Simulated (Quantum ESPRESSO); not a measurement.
Crystal: Hf.

```
Hf
1.0
    -1.80500    1.80500    1.80500
     1.80500   -1.80500    1.80500
     1.80500    1.80500   -1.80500
Hf
1
Direct
  0.00000 0.00000 0.00000
```

This isn't the form of Hf at room conditions, which is hcp.

Below is the output of Quantum ESPRESSO 7.5 for this cell. Logs are shortened: lines on timing, memory, paths and dates and some standing lists are left out, and cuts for length are marked.

```text
This program is part of the open-source Quantum ESPRESSO suite
     for quantum simulation of materials; please cite
[... 6 lines left out ...]
     using ibrav=0 with symmetry is DISCOURAGED, use correct ibrav instead

     K-points division:     npool     =       2
     Subspace diagonalization in iterative solution of the eigenvalue problem:
     a serial algorithm will be used

     G-vector sticks info
     --------------------
     sticks:   dense  smooth     PW     G-vecs:    dense   smooth      PW
     Sum        1383    1383    451                32565    32565    5979

     Using Slab Decomposition

     bravais-lattice index     =            0
     lattice parameter (alat)  =       5.9079  a.u.
     unit-cell volume          =     158.7407 (a.u.)^3
     number of atoms/cell      =            1
     number of atomic types    =            1
     number of electrons       =        26.00
     number of Kohn-Sham states=           20
     kinetic-energy cutoff     =     132.0000  Ry
     charge density cutoff     =     528.0000  Ry
     scf convergence threshold =      2.0E-10
     mixing beta               =       0.5000
     number of iterations used =            8  plain     mixing
     energy convergence thresh.=      1.0E-05
     force convergence thresh. =      4.0E-04
     press convergence thresh. =      3.0E-01
     Exchange-correlation= PBESOL
                           (   1   4  10   8   0   0   0)
     nstep                     =           40

     celldm(1)=   5.907948  celldm(2)=   0.000000  celldm(3)=   0.000000
     celldm(4)=   0.000000  celldm(5)=   0.000000  celldm(6)=   0.000000

     crystal axes: (cart. coord. in units of alat)
               a(1) = (  -0.577350   0.577350   0.577350 )
               a(2) = (   0.577350  -0.577350   0.577350 )
               a(3) = (   0.577350   0.577350  -0.577350 )

     reciprocal axes: (cart. coord. in units 2 pi/alat)
               b(1) = ( -0.000000  0.866025  0.866025 )
               b(2) = (  0.866025 -0.000000  0.866025 )
               b(3) = (  0.866025  0.866025  0.000000 )

     PseudoPot. # 1 for Hf read from file:
     Hf.upf
     Pseudo is Norm-conserving + core correction, Zval = 26.0
     Generated using ONCVPSP code by D. R. Hamann
     Using radial grid of 1656 points,  8 beta functions with:
                l(1) =   0
                l(2) =   0
                l(3) =   1
[... 2072 lines left out ...]
     number of atomic types    =            1
     number of electrons       =        26.00
     number of Kohn-Sham states=           20
     kinetic-energy cutoff     =     132.0000  Ry
     charge density cutoff     =     528.0000  Ry
     scf convergence threshold =      2.0E-12
     mixing beta               =       0.5000
     number of iterations used =            8  plain     mixing
     press convergence thresh. =      3.0E-01
     Exchange-correlation= PBESOL
                           (   1   4  10   8   0   0   0)

     celldm(1)=   5.907948  celldm(2)=   0.000000  celldm(3)=   0.000000
     celldm(4)=   0.000000  celldm(5)=   0.000000  celldm(6)=   0.000000

     crystal axes: (cart. coord. in units of alat)
               a(1) = (  -0.558838   0.558838   0.558838 )
               a(2) = (   0.558838  -0.558838   0.558838 )
               a(3) = (   0.558838   0.558838  -0.558838 )

     reciprocal axes: (cart. coord. in units 2 pi/alat)
               b(1) = ( -0.000000  0.894713  0.894713 )
               b(2) = (  0.894713 -0.000000  0.894713 )
               b(3) = (  0.894713  0.894713  0.000000 )

     PseudoPot. # 1 for Hf read from file:
     Hf.upf
     Pseudo is Norm-conserving + core correction, Zval = 26.0
     Generated using ONCVPSP code by D. R. Hamann
     Using radial grid of 1656 points,  8 beta functions with:
                l(1) =   0
                l(2) =   0
                l(3) =   1
                l(4) =   1
                l(5) =   2
                l(6) =   2
                l(7) =   3
                l(8) =   3

     atomic species   valence    mass     pseudopotential
     Hf               26.00   178.49000     Hf( 1.00)

     48 Sym. Ops., with inversion, found

   Cartesian axes

     site n.     atom                  positions (alat units)
         1        Hf     tau(   1) = (   0.0000000   0.0000000   0.0000000  )

     number of k points=    47  Fermi-Dirac smearing, width (Ry)=  0.0037
                       cart. coord. in units 2pi/alat
        k(    1) = (   0.0000000   0.0000000   0.0000000), wk =   0.0020000
        k(    2) = (   0.0894713   0.0894713   0.0000000), wk =   0.0240000
        k(    3) = (   0.1789427   0.1789427   0.0000000), wk =   0.0240000
        k(    4) = (   0.2684140   0.2684140   0.0000000), wk =   0.0240000
        k(    5) = (   0.3578854   0.3578854   0.0000000), wk =   0.0240000
        k(    6) = (  -0.4473567  -0.4473567   0.0000000), wk =   0.0120000
[... 39 lines left out ...]
        k(   46) = (  -0.8947134  -0.0894713  -0.0894713), wk =   0.0240000
        k(   47) = (  -0.8947134  -0.8947134  -0.8947134), wk =   0.0020000

     Dense  grid:    29389 G-vectors     FFT dimensions: (  45,  45,  45)

     Initial potential from superposition of free atoms

     starting charge      25.9983, renormalised to      26.0000
     Starting wfcs are   17 randomized atomic wfcs +    3 random wfcs

     Self-consistent Calculation

     iteration #  1     ecut=   132.00 Ry     beta= 0.50
     Davidson diagonalization with overlap
     ethr =  1.00E-06,  avg # of iterations = 10.3
[... 385 lines left out ...]
          total   stress  (Ry/bohr**3)                   (kbar)     P=       -0.14
  -0.00000092  -0.00000000  -0.00000000           -0.14       -0.00       -0.00
  -0.00000000  -0.00000092  -0.00000000           -0.00       -0.14       -0.00
  -0.00000000  -0.00000000  -0.00000092           -0.00       -0.00       -0.14

=------------------------------------------------------------------------------=
   JOB DONE.
=------------------------------------------------------------------------------=
```

Question: Write the input and the command behind it.

Answer: Relaxation of cell and atoms with PBEsol, no spin polarisation. The files as run (others can give the same):

pw.in
```
&CONTROL
  calculation = 'vc-relax'
  prefix = 'pwscf'
  outdir = './tmp'
  pseudo_dir = './pseudo'
  tprnfor = .true.
  tstress = .true.
  disk_io = 'low'
  nstep = 40
  forc_conv_thr = 0.0004
  etot_conv_thr = 1d-05
/
&SYSTEM
  ibrav = 0
  nat = 1
  ntyp = 1
  ecutwfc = 132
  nbnd = 20
  occupations = 'smearing'
  smearing = 'fd'
  degauss = 0.00367493
/
&ELECTRONS
  conv_thr = 2d-10
  electron_maxstep = 120
  mixing_beta = 0.5
/
&IONS
  ion_dynamics = 'bfgs'
/
&CELL
  cell_dynamics = 'bfgs'
  press = 0
  press_conv_thr = 0.3
/
ATOMIC_SPECIES
Hf   178.4900 Hf.upf
CELL_PARAMETERS bohr
  -3.4109556549    3.4109556549    3.4109556549
   3.4109556549   -3.4109556549    3.4109556549
   3.4109556549    3.4109556549   -3.4109556549
ATOMIC_POSITIONS bohr
Hf     0.0000000000    0.0000000000    0.0000000000
K_POINTS automatic
10 10 10 0 0 0
```

Potentials or basis: PseudoDojo 0.4 SR PBEsol stringent.
Command:
```sh
$ OMP_NUM_THREADS=1 mpirun -n 2 pw.x -nk 2 -in pw.in > pw.out
```
